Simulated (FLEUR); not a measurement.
# Ru (P6_3/mmc) in FLEUR: a series of runs, part 2 of 2

FLEUR MaX-R8.1 (later development tree). The steps go on from the part before.

## (3) Equation of state, RPBE, 12.76 Å³/atom (volume scaled by 0.94)

File inp.xml:

```xml
<?xml version="1.0" encoding="UTF-8" standalone="no"?>
<fleurInput fleurInputVersion="0.39">
   <comment>
      Ru                                                                                                  
   </comment>
   <calculationSetup>
      <cutoffs Kmax="4.36" Gmax="13.5" GmaxXC="13.5" numbands="0"/>
      <scfLoop itmax="60" minDistance="0.00001" maxIterBroyd="15" imix="Anderson" alpha="0.05" precondParam="0.0" spinf="2.0" sdNocoIR="T"/>
      <coreElectrons ctail="T" frcor="F" kcrel="0" coretail_lmax="0"/>
      <xcFunctional name="Rpbe" relativisticCorrections="F"/>
      <magnetism jspins="1"/>
      <soc l_soc="F" theta="0.0" phi="0.0" spav="F"/>
      <expertModes spex="0" secvar="F"/>
      <geometryOptimization l_f="F" forcealpha="1.0" forcemix="BFGS" epsdisp="0.00001" epsforce="0.00001"/>
      <ldaU l_linMix="F" mixParam="0.05" spinf="1.0"/>
   </calculationSetup>
   <cell>
      <bzIntegration valenceElectrons="32.0" mode="hist" fermiSmearingEnergy="0.00183747">
         <kPointListSelection listName="default-1"/>
         <!-- k-points included here -->
         <xi:include xmlns:xi="http://www.w3.org/2001/XInclude" href="kpts.xml"> </xi:include>
      </bzIntegration>
      <!-- symmetry operations included here -->
      <xi:include xmlns:xi="http://www.w3.org/2001/XInclude" href="sym.xml"> </xi:include>
      <bulkLattice scale="0.9795861087">
         <bravaisMatrix>
            <row-1>    5.1132209479426800     0.0000000000000000     0.0000000000000000</row-1>
            <row-2>   -2.5566104739713400     4.4281792361568231     0.0000000000000000</row-2>
            <row-3>    0.0000000000000000     0.0000000000000000     8.0916182929247409</row-3>
         </bravaisMatrix>
      </bulkLattice>
   </cell>
   <atomSpecies>
      <species name="Ruthenium (Ru)" element="Ru" atomicNumber="44">
         <mtSphere radius="2.25" gridPoints="767" logIncrement="0.017"/>
         <atomicCutoffs lmax="9" lnonsphr="7"/>
         <electronConfig flipSpins="F">
            <coreConfig>(1s1/2) (2s1/2) (2p1/2) (2p3/2) (3s1/2) (3p1/2) (3p3/2) (3d3/2) (3d5/2)</coreConfig>
            <valenceConfig>(4s1/2) (4p1/2) (4p3/2) (5s1/2) (4d3/2) (4d5/2)</valenceConfig>
            <stateOccupation state="(5s1/2)" spinUp="0.500000" spinDown="0.500000"/>
            <stateOccupation state="(4d3/2)" spinUp="1.400000" spinDown="1.400000"/>
            <stateOccupation state="(4d5/2)" spinUp="2.100000" spinDown="2.100000"/>
         </electronConfig>
         <energyParameters s="5" p="5" d="4" f="4"/>
         <lo type="SCLO" l="0" n="4" eDeriv="0"/>
         <lo type="SCLO" l="1" n="4" eDeriv="0"/>
         <lo type="SCLO" l="1" n="4" eDeriv="1"/>
         <lo type="SCLO" l="2" n="4" eDeriv="2"/>
         <lo type="SCLO" l="3" n="4" eDeriv="2"/>
      </species>
   </atomSpecies>
   <atomGroups>
      <atomGroup species="Ruthenium (Ru)">
         <relPos label="                   1">-1.000/3.000 1.000/3.000 -1.000/4.000</relPos>
         <relPos label="                   2">1.000/3.000 -1.000/3.000 1.000/4.000</relPos>
         <force calculate="T" relaxXYZ="TTT"/>
      </atomGroup>
   </atomGroups>
   <output dos="F" band="F" slice="F">
      <checks vchk="F" cdinf="F"/>
      <bandDOS minEnergy="-.5*Htr" maxEnergy="0.5*Htr" sigma="0.015" storeEVData="T"/>
      <vacuumDOS vacdos="F" integ="F" star="F" nstars="0" locx1="0.0" locy1="0.0" locx2="0.0" locy2="0.0" nstm="0" tworkf="0.0"/>
      <unfoldingBand unfoldBand="F" supercellX="1" supercellY="1" supercellZ="1"/>
      <plotting iplot="0" polar="F">
         <plot TwoD="T" vec1="  1.0  0.0  0.0" vec2="  0.0  1.0  0.0" vec3="  0.0  0.0  1.0" zero="  0.0  0.0  0.0" file="plot"/>
      </plotting>
      <chargeDensitySlicing numkpt="0" minEigenval="0.0" maxEigenval="0.0" nnne="0" pallst="F"/>
      <specialOutput eonly="F"/>
      <moessbauerParams electricFieldGradient="T" isomerShift="T" coreHyperfine="T" valenceHyperfine="T"/>
      <magneticCircularDichroism mcd="F" energyLo="-10.0" energyUp="0.0"/>
   </output>
  <!-- We include the file relax.xml here to enable relaxations (see documentation) -->
  <xi:include xmlns:xi="http://www.w3.org/2001/XInclude" href="relax.xml"> <xi:fallback/> </xi:include>
</fleurInput>
```

Potentials or basis: all-electron, FLAPW.

Launch:

```sh
> inpgen -f crystal.txt -profile fastHighL
> # inp.xml edited to the form shown
> fleur_MPI
```

The log of the run:

```text
Welcome to FLEUR        (www.flapw.de)
      MaX-Release 8.1          (www.max-centre.eu)

 ========== k-point set info ==========
 Selected k-point list: default-1
 k-point list type: mesh
 11 x 11 x 6
 Number of k points: 64

 ------------Calculation Setup---------------------------
 Number of MPI-tasks      :            1
 Number of PE/node        :            1
 Number of OMP-threads    :            1
 Most efficient MPI parallelization for:
           1           2           4           8          16          32          64
 Additional eigenvalue parallelization possible
 Number of basis functions:          323
 Approximate size of matrices (H+S) per k-point:         0.002 GB
 --------------------------------------------------------
 Iteration:     1   Distance:      19.58914839 me/bohr^3
 Iteration:     2   Distance:      17.56556953 me/bohr^3
 Iteration:     3   Distance:       5.98071399 me/bohr^3
 Iteration:     4   Distance:       5.08055193 me/bohr^3
 Iteration:     5   Distance:       1.99079422 me/bohr^3
 Iteration:     6   Distance:       0.84577466 me/bohr^3
 Iteration:     7   Distance:       0.10315236 me/bohr^3
 Iteration:     8   Distance:       0.06650805 me/bohr^3
 Iteration:     9   Distance:       0.02811535 me/bohr^3
 Iteration:    10   Distance:       0.00271298 me/bohr^3
 Iteration:    11   Distance:       0.00277147 me/bohr^3
 Iteration:    12   Distance:       0.00054077 me/bohr^3
 Iteration:    13   Distance:       0.00002320 me/bohr^3
 Iteration:    14   Distance:       0.00002531 me/bohr^3
 Iteration:    15   Distance:       0.00000257 me/bohr^3

 ********************************************************************
 Run finished successfully
 Stop message:
   all done
 ********************************************************************
```

out.xml (last iteration):

```text
<iteration numberForCurrentRun="   15" overallNumber="   15">
         <energyParameters units="Htr">
            <atomicEP atomType="1" spin="1" branch="5s" branchLowest="-1.96" branchHighest="2.98" value="0.4387602230"/>
            <atomicEP atomType="1" spin="1" branch="5p" branchLowest="-0.81" branchHighest="3.76" value="0.5560258241"/>
            <atomicEP atomType="1" spin="1" branch="4d" branchLowest="-9.21" branchHighest="0.98" value="0.5536222758"/>
            <atomicEP atomType="1" spin="1" branch="4f" branchLowest="-9.99" branchHighest="2.85" value="0.8358542249"/>
[... 87 lines left out ...]
            </atomTypeDependentContributions>
            <tkbTimesEntropy value="0.0005598595"/>
            <freeEnergy value="-9064.2476123135"/>
            <extrapolationTo0K value="-9064.2473323838"/>
         </totalEnergy>
         <densityConvergence units="me/bohr^3">
            <chargeDensity spin="1" distance="0.0000025671"/>
         </densityConvergence>
      </iteration>
```

It took 27 s on 1 thread of Arm Neoverse V1, shared host; peak memory 0.08 GiB.

What came out:

* Free energy: -246650.7428 eV
* Band gap on the k mesh: none (metal or under the smearing width)
* Valence electrons inside the program's atomic spheres: Ru 13.98 (radii Ru 2.25 bohr)

## (4) Equation of state, RPBE, 13.03 Å³/atom (volume scaled by 0.96)

Changes to inp.xml since step 3:

```diff
@@ -24,3 +24,3 @@
       <xi:include xmlns:xi="http://www.w3.org/2001/XInclude" href="sym.xml"> </xi:include>
-      <bulkLattice scale="0.9795861087">
+      <bulkLattice scale="0.9864848297">
          <bravaisMatrix>
```

Launch:

```sh
> inpgen -f crystal.txt -profile fastHighL
> # inp.xml edited to the form shown
> fleur_MPI
```

Wall time 27 s (1 thread of Arm Neoverse V1, shared host); peak memory 0.09 GiB.

Results (log left out):

* Free energy: -246650.8394 eV
* Band gap on the k mesh: none (metal or under the smearing width)
* Valence electrons inside the program's atomic spheres: Ru 13.94 (radii Ru 2.25 bohr)

## (5) Equation of state, RPBE, 13.57 Å³/atom

Changes to inp.xml since step 4:

```diff
@@ -24,3 +24,3 @@
       <xi:include xmlns:xi="http://www.w3.org/2001/XInclude" href="sym.xml"> </xi:include>
-      <bulkLattice scale="0.9864848297">
+      <bulkLattice scale="1.0000000000">
          <bravaisMatrix>
```

Launch:

```sh
> inpgen -f crystal.txt -profile fastHighL
> # inp.xml edited to the form shown
> fleur_MPI
```

It took 28 s on 1 thread of Arm Neoverse V1, shared host; peak memory 0.09 GiB.

The run converged. Its results:

* Free energy: -246650.9493 eV
* Band gap on the k mesh: none (metal or under the smearing width)
* Valence electrons inside the program's atomic spheres: Ru 13.87 (radii Ru 2.25 bohr)

## (6) Equation of state, RPBE, 14.12 Å³/atom (volume scaled by 1.04)

Changes to inp.xml since step 5:

```diff
@@ -24,3 +24,3 @@
       <xi:include xmlns:xi="http://www.w3.org/2001/XInclude" href="sym.xml"> </xi:include>
-      <bulkLattice scale="1.0000000000">
+      <bulkLattice scale="1.0131594038">
          <bravaisMatrix>
```

Potentials or basis: all-electron, FLAPW.

Launch:

```sh
> inpgen -f crystal.txt -profile fastHighL
> # inp.xml edited to the form shown
> fleur_MPI
```

It took 30 s on 1 thread of Arm Neoverse V1, shared host; peak memory 0.09 GiB.

It converged, with:

* Free energy: -246650.9671 eV
* Band gap on the k mesh: none (metal or under the smearing width)
* Valence electrons inside the program's atomic spheres: Ru 13.81 (radii Ru 2.25 bohr)

## (7) Equation of state, RPBE, 14.39 Å³/atom (volume scaled by 1.06)

Changes to inp.xml since step 6:

```diff
@@ -24,3 +24,3 @@
       <xi:include xmlns:xi="http://www.w3.org/2001/XInclude" href="sym.xml"> </xi:include>
-      <bulkLattice scale="1.0131594038">
+      <bulkLattice scale="1.0196128224">
          <bravaisMatrix>
```

Launch:

```sh
> inpgen -f crystal.txt -profile fastHighL
> # inp.xml edited to the form shown
> fleur_MPI
```

Wall time 32 s (1 thread of Arm Neoverse V1, shared host); peak memory 0.09 GiB.

The run converged. Its results:

* Free energy: -246650.9475 eV
* Band gap on the k mesh: none (metal or under the smearing width)
* Valence electrons inside the program's atomic spheres: Ru 13.78 (radii Ru 2.25 bohr)

## (8) Equation of state, RPBE

This step only gathers the single runs of the series.

Results:

- Equilibrium volume: 13.96 Å³/atom
- Bulk modulus at fixed shape and positions: 296 GPa
- Pressure derivative of the bulk modulus: 4.8 (rough: it moves with the points fitted)

Energy against volume, from the lowest point:
| volume (Å³/atom) | energy (meV/atom) |
| --- | --- |
| 12.760 | 112.15 |
| 13.032 | 63.83 |
| 13.575 | 8.88 |
| 14.118 | 0.00 |
| 14.389 | 9.81 |

Caveat: the cell was scaled at fixed shape and fractional positions, which overstates the stiffness of a crystal with free parameters, most of all of layers and chains.
